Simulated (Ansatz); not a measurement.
# PdIn and the effect of the functional

Symmetry: Pm-3m, No. 221, cubic system. The conventional cell has a = 3.272 Å, b = 3.272 Å, c = 3.272 Å, α = 90.00°, β = 90.00°, γ = 90.00°. Around In (site symmetry m-3m) lie 8 Pd at 2.83 Å. Pd (site symmetry m-3m) has 8 In at 2.83 Å as nearest neighbours.

The cell comes from a database or a generator and needn't be the stable form of this composition.

Kept alike: task band structure; k mesh 8 × 8 × 8; occupations fermi-dirac, width 0.05 eV; no spin polarisation. Program: Ansatz, all-electron LAPW, scalar-relativistic. The mesh is that of the run's cell of 2 atoms. No spin-orbit coupling.

| functional | pressure (GPa) |
| --- | --- |
| BLYP | 11.39 |
| LDA | -7.04 |
| PBE | 3.61 |
| PBEsol | -2.97 |
| RPBE | 7.07 |
| revPBE | 6.10 |

Pressure is positive in compression. For a metal such a mesh leaves the last digits unconverged.

Q: What does the functional change here?

A: The pressure runs from -7.04 (LDA) to 11.39 GPa (BLYP). From PBE: BLYP +7.78; LDA -10.65; PBEsol -6.58; RPBE +3.46; revPBE +2.49. A positive pressure means that the functional's own cell is larger than the one given, a negative one that it is smaller.
